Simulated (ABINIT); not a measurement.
# ZrB2 (P6/mmm) in ABINIT: a series of runs

Aim: see how the results for ZrB2 move with the level of theory and the settings. Levels: PBEsol, PBE, LDA. Tasks: single point.

Everything below comes from runs of ABINIT 10.8.3 (patched build). Logs are shortened: lines on timing, memory, paths and dates and some standing lists are left out, and cuts for length are marked. The log counts tension as positive stress, the text compression.

### 1 The crystal as given

The structure is hexagonal, space group P6/mmm (No. 191). The conventional cell has a = 3.170 Å, b = 3.170 Å, c = 3.533 Å, α = 90.00°, β = 90.00°, γ = 120.00°. Around Zr (site symmetry 6/mmm) lie 12 B at 2.54 Å. B (site symmetry -6m2) has 3 B at 1.83 Å as nearest neighbours.

### 2 Single point, PBEsol

run.abi

```
# Pseudopotentials
pp_dirpath "./"
pseudos "Zr.upf, B.upf"

# Structure
acell 3*1.0 Angstrom
rprim
     3.1700000000     0.0000000000     0.0000000000
    -1.5850000000     2.7453005300     0.0000000000
     0.0000000000     0.0000000000     3.5330000000
ntypat 2
znucl 40 5
natom 3
typat 1 2 2
xcart
     0.0000000000     0.0000000000     0.0000000000
     2.9952159078     1.7292887103     3.3382011992
    -0.0000000003     3.4585774212     3.3382011992

# Plane-wave basis
ecut 34.0

# k points
kptopt 1
ngkpt 8 8 6
nshiftk 1
shiftk 0.0 0.0 0.0

# Exchange and correlation
ixc -116133

# Bands and occupations
nband 13
occopt 3
tsmear 0.05 eV

# SCF cycle
nstep 100
tolvrs 1.0e-10

# Output
iomode 3
prtwf 0
prtden 0
prteig 0
prtebands 0
```

Potentials or basis: PseudoDojo NC SR PBEsol v0.4.1 standard.

Run with:

```sh
mpirun --bind-to none -np 4 abinit run.abi > log 2>&1
```

run.abo:

```text
.Version 10.8.3 of ABINIT
 Symmetries : space group P6/m m m (#191); Bravais hP (primitive hexag.)
================================================================================
 Values of the parameters that define the memory need of the present run
     intxc =       0    ionmov =       0      iscf =       7    lmnmax =       6
     lnmax =       6     mgfft =      36  mpssoang =       3    mqgrid =    3001
     natom =       3  nloc_mem =       1    nspden =       1   nspinor =       1
    nsppol =       1      nsym =      24    n1xccc =    2501    ntypat =       2
    occopt =       3   xclevel =       2
       mpw =        1982          nfft =       36864          nkpt =          40
================================================================================
================================================================================

--------------------------------------------------------------------------------
------------- Echo of variables that govern the present computation ------------
--------------------------------------------------------------------------------
 -outvars: echo values of preprocessed input variables --------
            acell      1.8897261259E+00  1.8897261259E+00  1.8897261259E+00 Bohr
              amu      9.12240000E+01  1.08110000E+01
             ecut      3.40000000E+01 Hartree
              ixc     -116133
         kptrlatt        8    0    0      0    8    0      0    0    6
          kptrlen      4.00584144E+01
            natom           3
            nband          13
            ngfft          32      32      36
             nkpt          40
            nstep         100
             nsym          24
           ntypat           2
           occopt           3
           prtden           0
        prtebands           0
           prteig           0
            prtwf           0
            rprim      3.1700000000E+00  0.0000000000E+00  0.0000000000E+00
                      -1.5850000000E+00  2.7453005300E+00  0.0000000000E+00
                       0.0000000000E+00  0.0000000000E+00  3.5330000000E+00
          spgroup         191
           tolvrs      1.00000000E-10
           tsmear      1.83746611E-03 Hartree
            typat      1  2  2
           xangst      0.0000000000E+00  0.0000000000E+00  0.0000000000E+00
                       1.5850000000E+00  9.1510017667E-01  1.7665000000E+00
                      -5.8656783134E-17  1.8302003533E+00  1.7665000000E+00
            xcart      0.0000000000E+00  0.0000000000E+00  0.0000000000E+00
                       2.9952159096E+00  1.7292887117E+00  3.3382012014E+00
                      -1.1084525555E-16  3.4585774233E+00  3.3382012014E+00
             xred      0.0000000000E+00  0.0000000000E+00  0.0000000000E+00
                       6.6666666667E-01  3.3333333333E-01  5.0000000000E-01
                       3.3333333333E-01  6.6666666667E-01  5.0000000000E-01
            znucl       40.00000    5.00000

================================================================================

 chkinp: Checking input parameters for consistency.

================================================================================
== DATASET  1 ==================================================================

--- !DatasetInfo
iteration_state: {dtset: 1, }
dimensions: {natom: 3, nkpt: 40, mband: 13, nsppol: 1, nspinor: 1, nspden: 1, mpw: 1982, }
cutoff_energies: {ecut:  34.0, pawecutdg:  -1.0, }
electrons: {nelect:   1.80000000E+01, charge:   0.00000000E+00, occopt:   3.00000000E+00, tsmear:   1.83746611E-03, }
meta: {optdriver: 0, ionmov: 0, optcell: 0, iscf: 7, paral_kgb: 0, }
...

 Real(R)+Recip(G) space primitive vectors, cartesian coordinates (Bohr,Bohr^-1):
 R(1)=  5.9904318  0.0000000  0.0000000  G(1)=  0.1669329  0.0963787  0.0000000
 R(2)= -2.9952159  5.1878661  0.0000000  G(2)=  0.0000000  0.1927575  0.0000000
 R(3)=  0.0000000  0.0000000  6.6764024  G(3)=  0.0000000  0.0000000  0.1497813
 Unit cell volume ucvol=  2.0748629E+02 bohr^3
 Angles (23,13,12)=  9.00000000E+01  9.00000000E+01  1.20000000E+02 degrees

 getcut: wavevector=  0.0000  0.0000  0.0000  ngfft=  32  32  36
         ecut(hartree)=     34.000   => boxcut(ratio)=   2.03511

--- Pseudopotential description ------------------------------------------------
- pspini: atom type   1  psp file is ./Zr.upf
12 -116133 2 -1 1604                          pspcod,pspxc,lmax,lloc,mmax
     nproj     2     2     2

- pspini: atom type   2  psp file is ./B.upf
12 -116133 1 -1 1534                          pspcod,pspxc,lmax,lloc,mmax
     nproj     2     2     0

   4.55230726E+02                                ecore*ucvol(ha*bohr**3)
--------------------------------------------------------------------------------

================================================================================

--- !BeginCycle
iteration_state: {dtset: 1, }
solver: {iscf: 7, nstep: 100, nline: 4, wfoptalg: 0, }
tolerances: {tolvrs: 1.00E-10, }
...

     iter   Etot(hartree)      deltaE(h)  residm     vres2
 ETOT  1  -56.495309856178    -5.650E+01 7.998E-02 4.201E+02
 ETOT  2  -56.558005550317    -6.270E-02 7.206E-02 1.729E+02
 ETOT  3  -56.588973092329    -3.097E-02 7.763E-03 1.744E-01
 ETOT  4  -56.589029041726    -5.595E-05 2.750E-03 1.027E-02
 ETOT  5  -56.589030850433    -1.809E-06 1.662E-03 3.996E-05
 ETOT  6  -56.589030859784    -9.350E-09 9.422E-04 2.453E-07
 ETOT  7  -56.589030859849    -6.560E-11 5.096E-04 2.043E-09
 ETOT  8  -56.589030859849     3.908E-13 5.455E-04 2.554E-11

 At SCF step    8       vres2   =  2.55E-11 < tolvrs=  1.00E-10 =>converged.

 Cartesian components of stress tensor (hartree/bohr^3)
  sigma(1 1)=  1.24035932E-04  sigma(3 2)=  0.00000000E+00
  sigma(2 2)=  1.24035932E-04  sigma(3 1)=  0.00000000E+00
  sigma(3 3)=  1.50048488E-04  sigma(2 1)=  0.00000000E+00

--- !ResultsGS
iteration_state: {dtset: 1, }
comment   : Summary of ground state results
lattice_vectors:
- [  5.9904318,   0.0000000,   0.0000000, ]
- [ -2.9952159,   5.1878661,   0.0000000, ]
- [  0.0000000,   0.0000000,   6.6764024, ]
lattice_lengths: [   5.99043,    5.99043,    6.67640, ]
lattice_angles: [ 90.000,  90.000, 120.000, ] # degrees, (23, 13, 12)
lattice_volume:   2.0748629E+02
convergence: {deltae:  3.908E-13, res2:  2.554E-11, residm:  5.455E-04, diffor: null, }
etotal    :  -5.65890309E+01
entropy   :   0.00000000E+00
fermie    :   4.62992793E-01
cartesian_stress_tensor: # hartree/bohr^3
- [  1.24035932E-04,   0.00000000E+00,   0.00000000E+00, ]
- [  0.00000000E+00,   1.24035932E-04,   0.00000000E+00, ]
- [  0.00000000E+00,   0.00000000E+00,   1.50048488E-04, ]
pressure_GPa:  -3.9044E+00
xred      :
- [  0.0000E+00,   0.0000E+00,   0.0000E+00, Zr]
- [  6.6667E-01,   3.3333E-01,   5.0000E-01,  B]
- [  3.3333E-01,   6.6667E-01,   5.0000E-01,  B]
cartesian_forces: # hartree/bohr
- [ -0.00000000E+00,  -0.00000000E+00,  -0.00000000E+00, ]
- [ -0.00000000E+00,  -0.00000000E+00,  -0.00000000E+00, ]
- [ -0.00000000E+00,  -0.00000000E+00,  -0.00000000E+00, ]
force_length_stats: {min:   0.00000000E+00, max:   0.00000000E+00, mean:   0.00000000E+00, }
...

 Integrated electronic density in atomic spheres:
 ------------------------------------------------
 Atom  Sphere_radius  Integrated_density
    1        2.00000          8.43850966
    2        2.00000          2.63452809
    3        2.00000          2.63452809
================================================================================

 ----iterations are completed or convergence reached----

 Mean square residual over all n,k,spin=   54.229E-07; max=  54.552E-05
 reduced coordinates (array xred) for    3 atoms
       0.000000000000      0.000000000000      0.000000000000
       0.666666666667      0.333333333333      0.500000000000
       0.333333333333      0.666666666667      0.500000000000
 rms dE/dt=  0.0000E+00; max dE/dt=  0.0000E+00; dE/dt below (all hartree)
    1       0.000000000000      0.000000000000      0.000000000000
    2       0.000000000000      0.000000000000      0.000000000000
    3       0.000000000000      0.000000000000      0.000000000000

 cartesian coordinates (angstrom) at end:
    1      0.00000000000000     0.00000000000000     0.00000000000000
    2      1.58500000000000     0.91510017666667     1.76650000000000
    3     -0.00000000000000     1.83020035333333     1.76650000000000

 cartesian forces (hartree/bohr) at end:
    1     -0.00000000000000    -0.00000000000000    -0.00000000000000
    2     -0.00000000000000    -0.00000000000000    -0.00000000000000
    3     -0.00000000000000    -0.00000000000000    -0.00000000000000
 frms,max,avg= 0.0000000E+00 0.0000000E+00   0.000E+00  0.000E+00  0.000E+00 h/b

 cartesian forces (eV/Angstrom) at end:
    1     -0.00000000000000    -0.00000000000000    -0.00000000000000
    2     -0.00000000000000    -0.00000000000000    -0.00000000000000
    3     -0.00000000000000    -0.00000000000000    -0.00000000000000
 frms,max,avg= 0.0000000E+00 0.0000000E+00   0.000E+00  0.000E+00  0.000E+00 e/A
 length scales=  1.889726125908  1.889726125908  1.889726125908 bohr
              =  1.000000000000  1.000000000000  1.000000000000 angstroms
 Fermi (or HOMO) energy (hartree) =   0.46299   Average Vxc (hartree)=  -0.46878
 Eigenvalues (hartree) for nkpt=  40  k points:
 kpt#   1, nband= 13, wtk=  0.00260, kpt=  0.0000  0.0000  0.0000 (reduced coord)
  -1.32522   -0.52512   -0.50422   -0.50422   -0.00936    0.36143    0.36143    0.36153
   0.37245    0.58242    0.58242    0.61201    0.61204
      occupation numbers for kpt#   1
   2.00000    2.00000    2.00000    2.00000    2.00000    2.00000    2.00000    2.00000
   2.00000    0.00000    0.00000    0.00000    0.00000
 prteigrs : prtvol=0 or 1, do not print more k-points.

--- !EnergyTerms
iteration_state     : {dtset: 1, }
comment             : Components of total free energy in Hartree
kinetic             :  1.85462685150523E+01
hartree             :  6.19488687245123E+00
xc                  : -1.24948499706200E+01
Ewald energy        : -4.82953939517116E+01
psp_core            :  2.19402802923561E+00
local_psp           : -2.80898066248666E+01
non_local_psp       :  5.35592143097562E+00
internal            : -5.65889456994835E+01
'-kT*entropy'       : -8.51603654054207E-05
total_energy        : -5.65890308598489E+01
total_energy_eV     : -1.53986597601309E+03
band_energy         : -3.10701487814154E+00
...

 Cartesian components of stress tensor (hartree/bohr^3)
  sigma(1 1)=  1.24035932E-04  sigma(3 2)=  0.00000000E+00
  sigma(2 2)=  1.24035932E-04  sigma(3 1)=  0.00000000E+00
  sigma(3 3)=  1.50048488E-04  sigma(2 1)=  0.00000000E+00

-Cartesian components of stress tensor (GPa)         [Pressure= -3.9044E+00 GPa]
- sigma(1 1)=  3.64926312E+00  sigma(3 2)=  0.00000000E+00
- sigma(2 2)=  3.64926312E+00  sigma(3 1)=  0.00000000E+00
- sigma(3 3)=  4.41457892E+00  sigma(2 1)=  0.00000000E+00

== END DATASET(S) ==============================================================
================================================================================

 -outvars: echo values of variables after computation  --------
            acell      1.8897261259E+00  1.8897261259E+00  1.8897261259E+00 Bohr
           etotal     -5.6589030860E+01
            fcart     -0.0000000000E+00 -0.0000000000E+00 -0.0000000000E+00
                      -0.0000000000E+00 -0.0000000000E+00 -0.0000000000E+00
                      -0.0000000000E+00 -0.0000000000E+00 -0.0000000000E+00
            rprim      3.1700000000E+00  0.0000000000E+00  0.0000000000E+00
                      -1.5850000000E+00  2.7453005300E+00  0.0000000000E+00
                       0.0000000000E+00  0.0000000000E+00  3.5330000000E+00
           strten      1.2403593229E-04  1.2403593227E-04  1.5004848769E-04
                       0.0000000000E+00  0.0000000000E+00  0.0000000000E+00
           xangst      0.0000000000E+00  0.0000000000E+00  0.0000000000E+00
                       1.5850000000E+00  9.1510017667E-01  1.7665000000E+00
                      -5.8656783134E-17  1.8302003533E+00  1.7665000000E+00
             xred      0.0000000000E+00  0.0000000000E+00  0.0000000000E+00
                       6.6666666667E-01  3.3333333333E-01  5.0000000000E-01
                       3.3333333333E-01  6.6666666667E-01  5.0000000000E-01
 Calculation completed.
```

Wall time 18 s (4 MPI ranks of Intel Xeon at 2.50GHz (Skylake/Cascade Lake), shared host); peak memory 0.24 GiB.

Results:

| Item | Value |
| --- | --- |
| Free energy | -1539.8660 eV |
| Pressure | -3.9 GPa |
| Band gap on the k mesh | none (metal or under the smearing width) |
| Valence electrons inside the program's atomic spheres | Zr 8.44; B 2.63 |

Stress tensor (GPa, compression positive):
```
-3.65  0.00  0.00
 0.00 -3.65  0.00
 0.00  0.00 -4.41
```

Levels at points of the mesh, in eV from the Fermi level:
| k point | band 6 | band 7 | band 8 | band 9 | band 10 | band 11 | band 12 | band 13 |
| --- | --- | --- | --- | --- | --- | --- | --- | --- |
| (0.00, 0.00, 0.00) | -2.76 | -2.76 | -2.76 | -2.46 | 3.25 | 3.25 | 4.05 | 4.06 |
| (0.50, 0.00, 0.00) | -8.60 | -4.04 | -3.18 | -2.85 | 2.13 | 2.15 | 4.80 | 4.87 |
| (0.00, 0.00, 0.50) | -7.12 | -1.07 | -1.07 | 0.17 | 0.17 | 0.63 | 0.63 | 1.67 |
| (0.50, 0.00, 0.50) | -7.11 | -4.75 | -4.28 | -2.13 | 3.59 | 3.97 | 5.18 | 6.19 |

### 3 Single point, PBEsol

run.abi

```
pp_dirpath "./"
pseudos "Zr.upf, B.upf"

acell 3*1.0
rprim
     5.9904318151     0.0000000000     0.0000000000
    -2.9952159075     5.1878661315     0.0000000000
     0.0000000000     0.0000000000     6.6764023983
ntypat 2
znucl 40 5
natom 3
typat 1 2 2
xred
     0.0000000000     0.0000000000     0.0000000000
     0.6666666667     0.3333333333     0.5000000000
     0.3333333333     0.6666666667     0.5000000000

ecut 34.0

kptopt 1
ngkpt 8 8 6
nshiftk 1
shiftk 0.0 0.0 0.0

ixc -116133

nband 13
occopt 3
tsmear 0.00183747

nstep 100
tolvrs 1.0e-10

iomode 3
prtwf 0
prteig 0
prtebands 0
enunit 1
prtden 1
prtvha 1
prtvclmb 1
prtpot 1
prtelf 1
```

Potentials or basis: PseudoDojo NC SR PBEsol v0.4 stringent.

Run with:

```sh
mpirun --bind-to none -np 4 abinit run.abi > log 2>&1
```

Run time: 7.3 s. Hardware: 4 MPI ranks of Arm Neoverse V2, shared host; peak memory 0.24 GiB.

It converged, with:

```
Free energy                                           : -1539.8660 eV
Pressure                                              : -3.9 GPa
Band gap on the k mesh                                : none (metal or under the smearing width)
Valence electrons inside the program's atomic spheres : Zr 8.44; B 2.63
```

Stress tensor (GPa, compression positive):
```
-3.65  0.00  0.00
 0.00 -3.65  0.00
 0.00  0.00 -4.41
```

Levels at points of the mesh, in eV from the Fermi level:
| k point | band 6 | band 7 | band 8 | band 9 | band 10 | band 11 | band 12 | band 13 |
| --- | --- | --- | --- | --- | --- | --- | --- | --- |
| (0.00, 0.00, 0.00) | -2.76 | -2.76 | -2.76 | -2.46 | 3.25 | 3.25 | 4.05 | 4.06 |
| (0.50, 0.00, 0.00) | -8.60 | -4.04 | -3.18 | -2.85 | 2.13 | 2.15 | 4.80 | 4.87 |
| (0.00, 0.00, 0.50) | -7.12 | -1.07 | -1.07 | 0.17 | 0.17 | 0.63 | 0.63 | 1.67 |
| (0.50, 0.00, 0.50) | -7.11 | -4.75 | -4.28 | -2.13 | 3.59 | 3.97 | 5.18 | 6.19 |

### 4 Single point, PBE

run.abi

```
pp_dirpath "./"
pseudos "Zr.upf, B.upf"

acell 3*1.0
rprim
     5.9904318151     0.0000000000     0.0000000000
    -2.9952159075     5.1878661315     0.0000000000
     0.0000000000     0.0000000000     6.6764023983
ntypat 2
znucl 40 5
natom 3
typat 1 2 2
xcart
     0.0000000000     0.0000000000     0.0000000000
     2.9952159078     1.7292887103     3.3382011992
    -0.0000000003     3.4585774212     3.3382011992

ecut 28.0

kptopt 1
ngkpt 8 8 6
nshiftk 1
shiftk 0.0 0.0 0.0

ixc 11

nband 13
occopt 3
tsmear 0.00183747

nstep 100
tolvrs 1.0e-10

iomode 3
prtwf 0
prtden 0
prteig 0
prtebands 0
enunit 1
```

Potentials or basis: PseudoDojo NC SR PBE v0.4.1 standard.

Run with:

```sh
mpirun --bind-to none -np 4 abinit run.abi > log 2>&1
```

Wall time 6.6 s (4 MPI ranks of Arm Neoverse V1, shared host); peak memory 0.24 GiB.

It converged, with:

| Property | Result |
| --- | --- |
| Free energy | -1540.5262 eV |
| Band gap on the k mesh | none (metal or under the smearing width) |
| Valence electrons inside the program's atomic spheres | Zr 8.43; B 2.63 |

Levels at points of the mesh, in eV from the Fermi level:
| k point | band 6 | band 7 | band 8 | band 9 | band 10 | band 11 | band 12 | band 13 |
| --- | --- | --- | --- | --- | --- | --- | --- | --- |
| (0.00, 0.00, 0.00) | -2.78 | -2.78 | -2.72 | -2.49 | 3.25 | 3.25 | 4.03 | 4.03 |
| (0.50, 0.00, 0.00) | -8.66 | -4.04 | -3.21 | -2.82 | 2.10 | 2.17 | 4.78 | 4.85 |
| (0.00, 0.00, 0.50) | -7.11 | -1.11 | -1.11 | 0.19 | 0.19 | 0.64 | 0.64 | 1.68 |
| (0.50, 0.00, 0.50) | -7.15 | -4.76 | -4.27 | -2.16 | 3.59 | 3.96 | 5.15 | 6.24 |

Caveat: the cutoff is too short for stress, so the log's stress isn't used.

### 5 Single point, LDA

run.abi

```
pp_dirpath "./"
pseudos "Zr.upf, B.upf"

acell 3.17 3.17 3.533 Angstrom
rprim
     1.0000000000     0.0000000000     0.0000000000
    -0.5000000000     0.8660254038     0.0000000000
     0.0000000000     0.0000000000     1.0000000000
ntypat 2
znucl 40 5
natom 3
typat 1 2 2
xred
     0.0000000000     0.0000000000     0.0000000000
     0.6666666667     0.3333333333     0.5000000000
     0.3333333333     0.6666666667     0.5000000000

ecut 28.0

kptopt 1
ngkpt 8 8 6
nshiftk 1
shiftk 0.0 0.0 0.0

ixc 7

nband 13
occopt 3
tsmear 0.05 eV

nstep 100
tolvrs 1.0e-10

iomode 3
prtwf 0
prtden 0
prteig 0
prtebands 0
enunit 1
```

Potentials or basis: PseudoDojo NC SR LDA v0.4.1 standard.

Run with:

```sh
mpirun --bind-to none -np 4 abinit run.abi > log 2>&1
```

It took 5 s on 4 MPI ranks of Arm Neoverse V2, shared host; peak memory 0.24 GiB.

Results (log left out):

```yaml
Free_energy: -1543.3436 eV
Band_gap_on_the_k_mesh: none (metal or under the smearing width)
Valence_electrons_inside_the_program's_atomic_spheres: Zr 8.43; B 2.63
```

Levels at points of the mesh, in eV from the Fermi level:
```
           k point  band 5  band 6  band 7  band 8  band 9  band 10  band 11  band 12  band 13
(0.00, 0.00, 0.00)  -12.74   -2.77   -2.77   -2.74   -2.45     3.23     3.23     4.00     4.00
(0.50, 0.00, 0.00)   -9.03   -8.50   -4.03   -3.18   -2.82     2.12     2.15     4.77     4.85
(0.00, 0.00, 0.50)  -10.67   -7.08   -1.09   -1.09    0.18     0.18     0.62     0.62     1.64
(0.50, 0.00, 0.50)   -9.95   -7.04   -4.75   -4.26   -2.10     3.55     4.06     5.14     6.25
```

Caveat: the cutoff is too short for stress, so the log's stress isn't used.

### 6 Summary

| level | potentials or basis | cutoff (eV) | gap on the mesh (eV) | pressure (GPa) |
| --- | --- | --- | --- | --- |
| PBEsol | PseudoDojo NC SR PBEsol v0.4.1 standard | 925 | none | -3.9 |
| PBEsol | PseudoDojo NC SR PBEsol v0.4 stringent | 925 | none | -3.9 |
| PBE | PseudoDojo NC SR PBE v0.4.1 standard | 762 | none | - |
| LDA | PseudoDojo NC SR LDA v0.4.1 standard | 762 | none | - |

Alike in all rows: task single point; no spin polarisation; cell as given; k mesh 8 × 8 × 6; smearing fermi-dirac 0.05 eV.

Total energies depend on the potentials used, so only differences within one code and one set of settings carry meaning.
